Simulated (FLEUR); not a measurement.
## Pb: single point with PBEsol

Pb:

```
Pb
1.0
    -2.04356    2.04356    2.04356
     2.04356   -2.04356    2.04356
     2.04356    2.04356   -2.04356
Pb
1
Direct
  0.00000 0.00000 0.00000
```

This isn't the form of Pb at room conditions, which is fcc.

```
Program                  : FLEUR MaX-R8.1 (later development tree)
Task                     : single point
Functional               : PBEsol
Potentials or basis      : all-electron
Basis                    : FLAPW
Kmax                     : 4.1 1/bohr
k mesh                   : 9 × 9 × 9
Occupations              : fermi-dirac, width 0.05 eV
Spin                     : no spin polarisation
Gmax                     : 12.7 1/bohr
Muffin-tin radii         : Pb 2.66 bohr
lmax                     : Pb 10
lnonsphr                 : Pb 10
Local orbitals a species : Pb 5
Max iterations           : 60
Mixing factor            : 0.05
Mixer                    : Anderson
Mixer history            : 15
Density convergence      : 1e-05 me/bohr^3
```

```json
{"Band gap on the k mesh": "none (metal or under the smearing width)", "Valence electrons inside the program's atomic spheres": "Pb 17.95 (radii Pb 2.66 bohr)"}
```

Levels at points of the mesh, in eV from the Fermi level:
```
           k point  band 6  band 7  band 8  band 9  band 10  band 11  band 12  band 13  band 14  band 15
(0.00, 0.00, 0.00)  -16.99  -16.82  -16.82  -11.03     6.65     6.65     6.65    10.13    10.88    10.88
```

Core levels (eV from the Fermi level):
| atom | levels |
| --- | --- |
| 1 Pb | 1s1/2 -87948.8, 2s1/2 -15714.2, 2p1/2 -15090.0, 2p3/2 -12901.2, 3s1/2 -3768.7, 3p1/2 -3487.3, 3p3/2 -2998.9, 4s1/2 -849.9, 3d3/2 -2536.7, 3d5/2 -2432.8, 4p1/2 -728.2, 4p3/2 -608.5, 4d3/2 -410.4, 4d5/2 -388.1, 4f5/2 -131.5, 4f7/2 -126.5, 5s1/2 -139.7 |

It took 17 s on 1 thread of Arm Neoverse V2, with other jobs on the host, peak memory 0.07 GiB.

Spin-orbit coupling is left out, which matters for the levels of Pb.
